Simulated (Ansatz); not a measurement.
PbF2 (Fluorocronite) in Ansatz: the effect of functional

The system is PbF2 (Fluorocronite).

```
Pb F
1.0
     0.00000    2.98329    2.98329
     2.98329    0.00000    2.98329
     2.98329    2.98329    0.00000
Pb F
1 2
Direct
  0.00000 0.00000 0.00000
  0.75000 0.75000 0.75000
  0.25000 0.25000 0.25000
```

The cell isn't the ideal one: volume scaled by 1.02.

Alike in all runs:

```yaml
Program: Ansatz 0.2.0
Task: single point
Potentials_or_basis: Ansatz PAW
k_mesh: 8 × 8 × 8
Occupations: fermi-dirac, width 0.05 eV
Spin: no spin polarisation
```

| functional | cutoff | gap on the mesh (eV) | pressure (GPa) |
| --- | --- | --- | --- |
| LDA | 420 eV (not typed: the program's choice for these potentials) | 4.26 | -5.8 |
| r2SCAN | 500 eV (not typed: the program's choice for these potentials) | ? | ? |
| PBE | 420 eV (not typed: the program's choice for these potentials) | 4.42 | 1.2 |

Task: What does the run with functional r2SCAN give?

Result: gap on the mesh 4.94 eV; pressure -1.7 GPa.

Caveats: spin-orbit coupling is left out, which as a rule narrows the gap of such compounds by several tenths of an eV; the PAW data sets come from PBE, with cores solved anew for the run's functional, which leaves a small shift of forces and pressure (some runs).

A k mesh can miss the band edges.
